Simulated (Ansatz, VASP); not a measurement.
# One calculation of CuI (Marshite), two programs

File INCAR:

```
SYSTEM = CuI
ALGO = Normal ; EDIFF = 1E-6
ENCUT = 520 ; GGA = PE
ISIF = 2 ; ISMEAR = 0
LASPH = .True. ; LCHARG = .True.
LELF = .True. ; LREAL = .False.
LVHAR = .True. ; LWAVE = .False.
NBANDS = 16 ; NELM = 80
PREC = Accurate ; SIGMA = 0.022
```

Contents of KPOINTS:

```
k-points
0
Gamma
  8 8 8
  0 0 0
```

Contents of POSCAR:

```
CuI
1.0
    0.0000000000      3.0315000000      3.0315000000
    3.0315000000      0.0000000000      3.0315000000
    3.0315000000      3.0315000000      0.0000000000
I Cu
1 1
Direct
    0.0000000000      0.0000000000      0.0000000000
    0.7500000000      0.7500000000      0.7500000000
```

File input.yaml:

```yaml
crystal:
  lattice:
    - [0.0, 3.0315, 3.0315]
    - [3.0315, 0.0, 3.0315]
    - [3.0315, 3.0315, 0.0]
  atoms:
    - { symbol: I, position: [0.0, 0.0, 0.0] }
    - { symbol: Cu, position: [0.75, 0.75, 0.75] }
kpoints:
  mp_grid: { grid: [8, 8, 8] }
scf:
  occupations: { method: gaussian, width: 0.022 }
hamiltonian:
  xc: pbe
  pseudopotentials: { kind: all_electron, lapw: { basis_error: 0.001 } }
output:
  forces: true
  stress: true
  eigenvalues: true
```

Alike in both runs: task single point; functional PBE; k mesh 8 × 8 × 8; occupations gaussian, width 0.022 eV; no spin polarisation.

```csv
,VASP,Ansatz
version,VASP 6.6.1,Ansatz 0.2.0
potentials or method,"VASP PAW PBE potentials, release 64 (I, Cu)","all-electron LAPW, scalar-relativistic"
plane-wave cutoff (eV),520,see its input
```

```tsv
	VASP	Ansatz	Ansatz less VASP
gap on the k mesh at the Fermi level (eV)	1.14	1.12	-0.023
least direct gap on the mesh (eV)	1.14	1.12	-0.023
pressure (GPa)	0.7	0.3	-0.36
```

Ansatz ran all-electron here, so the differences hold the error of VASP's frozen core and of both bases.

Caveats: spin-orbit coupling is left out, which moves the levels of the heavy elements. PBE gaps usually lie below the measured ones, often by a third to a half.
